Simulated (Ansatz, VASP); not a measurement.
## KTaO3 in VASP and in Ansatz

```
CELL_PARAMETERS angstrom
3.98830 0.00000 0.00000
0.00000 3.98830 0.00000
0.00000 0.00000 3.98830
ATOMIC_POSITIONS crystal
K 0.50000 0.50000 0.50000
Ta 0.00000 0.00000 0.00000
O 0.50000 0.00000 0.00000
O 0.00000 0.50000 0.00000
O 0.00000 0.00000 0.50000
```

Alike in both runs: task electric field gradients; functional LDA; k mesh 5 × 5 × 5; occupations fermi-dirac, width 0.01 eV; no spin polarisation.

|  | VASP | Ansatz |
| --- | --- | --- |
| version | VASP 6.6.1 | Ansatz 0.2.0 |
| potentials or method | VASP PAW LDA potentials, release 64 (K_sv, Ta_pv, O), cutoff 520 eV | all-electron PAW with datasets made for the crystal, scalar-relativistic |

```tsv
	VASP	Ansatz	Ansatz less VASP
gap on the k mesh at the Fermi level (eV)	2.13	2.19	+0.057
pressure (GPa)	-4.4	-5.5	-1.10
Vzz of the field gradient on the site that differs most (V/Å²)	14.7	16.8	+2.14
```

Ansatz ran all-electron here, so the differences hold the error of VASP's frozen core and of both bases. Ansatz warned: «gradients_without_spin_orbit».

Caveats: spin-orbit coupling is left out, which moves the levels of the heavy elements; an odd mesh through Γ misses points on the zone boundary, where band edges often lie. A hybrid or GW would open this gap; LDA tends to underestimate it.
